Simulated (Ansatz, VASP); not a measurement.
**Mg in VASP and in Ansatz**

```
Mg
1.0
     3.14376    0.00000    0.00000
    -1.57188    2.72257    0.00000
     0.00000    0.00000    5.10397
Mg
2
Direct
  0.33333 0.66667 0.25000
  0.66667 0.33333 0.75000
```

Change from the starting cell: volume scaled by 0.94.

Alike in both runs: task single point; functional LDA; k mesh 12 × 12 × 7; occupations fermi-dirac, width 0.05 eV; no spin polarisation.

```csv
,VASP,Ansatz
version,VASP 6.6.1,Ansatz 0.2.0
potentials or method,"VASP PAW LDA potentials, release 64 (Mg), cutoff 520 eV","all-electron LAPW, scalar-relativistic"
```

Ansatz gave:

| Item | Value |
| --- | --- |
| pressure (GPa) | -0.4 |
| largest component of the traceless stress (GPa) | 0.64 |

**Question.** Which values does VASP return?

**Answer.** Pressure (GPa): -0.8; largest component of the traceless stress (GPa): 0.64.

Ansatz ran all-electron here, so the differences hold the error of VASP's frozen core and of both bases.
